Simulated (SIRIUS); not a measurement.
The system is Ta.

```xyz
2
Lattice="2.9004 0.0000 0.0000 -1.4502 2.5118 0.0000 0.0000 0.0000 5.1663" Properties=species:S:1:pos:R:3 pbc="T T T"
Ta    0.0000    1.6745    1.2916
Ta    1.4502    0.8373    3.8747
```

This isn't the form of Ta at room conditions, which is bcc.

* Program: SIRIUS 7.10.0
* Task: relaxation of cell and atoms
* Functional: PBEsol
* Dispersion: D4
* Potentials or basis: PseudoDojo 0.4.1 PBE standard (scalar relativistic)
* Cutoff: 807 eV
* Density cutoff: 3227 eV
* k mesh: 6 × 6 × 3
* Occupations: fermi-dirac, width 0.05 eV
* Spin: no spin polarisation

At the start: pressure -8.6 GPa; volume 18.82 Å³/atom.

How do energy, volume and symmetry change on relaxing?

Over 6 steps the energy falls by 24.9 meV/atom and the volume is 17.94 Å³/atom (-4.7 %); space group P6_3/mmc (No. 194, to 0.05 Å).

The path:
| step | energy change (eV) | largest force (eV/Å) | pressure (GPa) | volume (Å³) |
| --- | --- | --- | --- | --- |
| 1 | 0.0000 | 0.0000 | -8.58 | 37.64 |
| 2 | -0.0340 | 0.0000 | -4.87 | 36.83 |
| 3 | -0.0492 | 0.0000 | 0.21 | 35.84 |
| 4 | -0.0494 | 0.0000 | 0.06 | 35.87 |
| 5 | -0.0498 | 0.0000 | -0.18 | 35.91 |
| 6 | -0.0499 | 0.0000 | -0.06 | 35.88 |

Final structure:
```cif
data_structure
_symmetry_space_group_name_H-M 'P 1'
_symmetry_Int_Tables_number 1
_cell_length_a 2.8450
_cell_length_b 2.8450
_cell_length_c 5.1191
_cell_angle_alpha 90.000
_cell_angle_beta 90.000
_cell_angle_gamma 120.000
_cell_volume 35.88
loop_
_atom_site_label
_atom_site_type_symbol
_atom_site_fract_x
_atom_site_fract_y
_atom_site_fract_z
_atom_site_occupancy
Ta1 Ta 0.33333 0.66667 0.25000 1
Ta2 Ta 0.66667 0.33333 0.75000 1
```

Caveat: the k mesh is coarse (spacing up to 0.42 Å⁻¹), so the values aren't converged; the potentials were made for another functional, which shifts forces and pressure; pairwise dispersion overbinds metals, which lowers pressure and volume.
